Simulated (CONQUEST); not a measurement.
## Zr under changes of volume

One of the cells (23.281 Å³/atom); the others are scaled copies at fixed shape and fractional positions:

```
Zr
1.0
     3.23200    0.00000    0.00000
     0.00000    5.14700    0.00000
     0.00000    0.00000    5.59799
Zr
4
Cartesian
  0.0000 3.8603 1.8660
  1.6160 3.8603 4.6650
  0.0000 1.2868 3.7320
  1.6160 1.2868 0.9330
```

| Quantity | Value |
| --- | --- |
| Program | CONQUEST 1.3 |
| Functional | PBEsol |
| Potentials or basis | PseudoDojo NC PBEsol, DZP, grid of 32 × 48 × 60 points |
| k mesh | 8 × 5 × 5 |
| Occupations | fermi-dirac, width 0.05 eV |
| Spin | no spin polarisation |

| volume (Å³/atom) | energy over the lowest point (meV/atom) | pressure (GPa) | largest force (eV/Å) |
| --- | --- | --- | --- |
| 21.884 | 13.91 | 4.7 | 0.016 |
| 22.350 | 3.82 | 2.4 | 0.004 |
| 22.815 | 0.00 | 0.2 | 0.000 |
| 23.281 | 2.50 | -1.8 | 0.001 |
| 23.746 | 10.41 | -3.6 | 0.002 |
| 24.212 | ? | ? | ? |
| 24.678 | 41.62 | -6.8 | 0.005 |

Question: What does the run at 24.212 Å³/atom give?

Answer: Energy over the lowest point 23.71 meV/atom; pressure -5.3 GPa; largest force 0.006 eV/Å.

Worked out: A Birch-Murnaghan fit of order 3 (a polynomial in V^(-2/3)) to the other rows has its minimum at 22.86 Å³/atom with B0 = V·E''(V) = 101 GPa (rough, since the energies scatter) at fixed shape and positions, which overstates the stiffness. It gives 23.60 meV/atom at 24.212 Å³/atom, against the run's 23.71, and -dE/dV = -5.4 GPa, against -5.3.

Energies are extrapolated to zero smearing.

Caveats: the basis of atomic orbitals isn't converged, which shifts pressures, moduli and gaps.
